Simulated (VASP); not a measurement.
## SiNi: relaxation of cell and atoms with LDA

SiNi:

```
Si Ni
1.0
     2.94277    0.00000    0.00000
     0.00000    3.28033    0.00000
     0.00000    0.00000    4.67745
Si Ni
2 2
Direct
  0.00000 0.00000 0.15686
  0.50000 0.50000 0.84314
  0.00000 0.00000 0.65750
  0.50000 0.50000 0.34250
```

The cell is a database's computed one.

```yaml
Program: VASP 6.6.1
Task: relaxation of cell and atoms
Functional: LDA
Potentials_or_basis: VASP PAW LDA potentials, release 64 (Si, Ni)
Cutoff: 600 eV
k_mesh: 12 × 12 × 8
Occupations: methfessel-paxton, width 0.1 eV
Spin: no spin polarisation
Further_INCAR_settings: ALGO = Normal; EDIFF = 1e-06; IBRION = 2; EDIFFG = -0.01; NSW = 90; ISIF = 3
```

```yaml
Relaxed_volume: 11.03 Å³/atom
Relaxed_cell: a = 2.927 Å, b = 3.252 Å, c = 4.637 Å, α = 90.00°, β = 90.00°, γ = 90.00°
Space_group_after_relaxing_to_0.05_Å: Pmmn (No. 59)
Energy_gained_by_relaxing: 4.5 meV/atom
Ionic_steps: 8
Pressure_after_relaxing: 0.0 GPa
Band_gap_on_the_k_mesh: none (metal or under the smearing width)
```

Forces on the atoms (eV/Å):
```
Si   0.000  0.000 -0.002
Si   0.000  0.000  0.002
Ni   0.000  0.000  0.003
Ni   0.000  0.000 -0.003
```

Stress tensor (GPa, compression positive):
```
 0.06  0.00  0.00
 0.00 -0.12  0.00
 0.00  0.00 -0.09
```

Step by step:
```tsv
step	energy change (eV)	largest force (eV/Å)	pressure (GPa)	volume (Å³)
1	0.0000	0.2181	-4.76	45.15
2	0.0050	0.1278	6.20	42.99
3	-0.0176	0.0811	0.09	44.12
4	-0.0176	0.0788	0.17	44.10
5	-0.0181	0.0026	0.15	44.11
6	-0.0181	0.0034	0.17	44.11
7	-0.0181	0.0047	-0.14	44.18
8	-0.0182	0.0029	-0.05	44.13
```

Final structure:
```
CELL_PARAMETERS angstrom
2.92690 0.00000 0.00000
0.00000 3.25216 0.00000
0.00000 0.00000 4.63661
ATOMIC_POSITIONS crystal
Si 0.00000 0.00000 0.15876
Si 0.50000 0.50000 0.84124
Ni 0.00000 0.00000 0.65683
Ni 0.50000 0.50000 0.34317
```

Levels at points of the mesh, in eV from the Fermi level:
| k point | band 11 | band 12 | band 13 | band 14 | band 15 | band 16 | band 17 | band 18 |
| --- | --- | --- | --- | --- | --- | --- | --- | --- |
| (0.00, 0.00, 0.00) | -2.43 | -2.14 | -2.09 | -1.33 | 1.26 | 2.92 | 5.33 | 5.69 |
| (0.50, 0.00, 0.00) | -2.65 | -2.65 | -1.65 | -1.65 | 1.85 | 1.85 | 3.59 | 3.59 |
| (0.00, 0.50, 0.00) | -2.35 | -2.35 | -2.27 | -2.27 | 1.24 | 1.24 | 5.10 | 5.10 |
| (0.50, 0.50, 0.00) | -2.16 | -2.16 | -1.64 | -1.64 | 1.67 | 1.67 | 2.04 | 2.04 |
| (0.00, 0.00, 0.50) | -2.82 | -2.19 | 1.21 | 1.66 | 2.10 | 2.58 | 3.01 | 3.79 |
| (0.50, 0.00, 0.50) | -2.34 | -2.34 | -1.45 | -1.45 | 3.79 | 3.79 | 5.47 | 5.47 |
| (0.00, 0.50, 0.50) | -2.12 | -2.12 | -2.11 | -2.11 | 5.37 | 5.37 | 5.53 | 5.53 |
| (0.50, 0.50, 0.50) | -2.20 | -2.20 | -1.58 | -1.58 | -0.40 | -0.40 | 1.10 | 1.10 |

It took 6.5 min on 2 MPI ranks on Intel(R) Xeon(R) Platinum 8259CL CPU @ 2.50GHz (Skylake/Cascade Lake) (shared host), peak memory 0.33 GiB a rank.

Spin polarisation is off, so any magnetic state and its effect on volume and gap are missing.
